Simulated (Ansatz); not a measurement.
A run of Ansatz 0.2.0:

input.yaml

```yaml
crystal:
  lattice: { a: 3.2, b: 3.2, c: 7.861, alpha: 90.0, beta: 90.0, gamma: 90.0 }
  space_group: 139
  setting: { hermann_mauguin: "I4/mmm" }
  reduce_to_primitive: true
  atoms:
    - { symbol: Mo, position: [0.0, 0.0, 0.0] }
    - { symbol: Si, position: [0.5, 0.5, 0.167] }
kpoints:
  mp_grid: { grid: [9, 9, 9] }
scf:
  occupations: { method: fermi_dirac, width: 0.01 }
hamiltonian:
  xc: pbe
  dispersion: d3bjatm
  pseudopotentials: { kind: all_electron, lapw: { basis_error: 0.002 } }
  hubbard:
    sites: [{ species: Mo, l: d, u_eff: 7 }]
    double_counting: fll
    projectors: ortho-atomic
output:
  forces: true
  stress: true
elastic:
  mode: clamped_ion
  stencil: two_point
```

Potentials or basis: all-electron LAPW, scalar-relativistic.

Command:

```sh
$ ansatz run input.yaml --threads 2 --pin off --max-ram 5120MiB --backend cpu --events-out ev --progress --plain --runs-dir out
```

Hardware: 2 threads of Intel(R) Xeon(R) Platinum 8488C (Sapphire Rapids), with other jobs on the host.

**Question.** Estimate the wall time of this run.

**Answer.** Run time: 2.6 min on 2 threads of Intel(R) Xeon(R) Platinum 8488C (Sapphire Rapids), on a shared host, peak memory 0.85 GiB. Counts: scf iterations 110, plane waves 309, k points 75, bands 29.
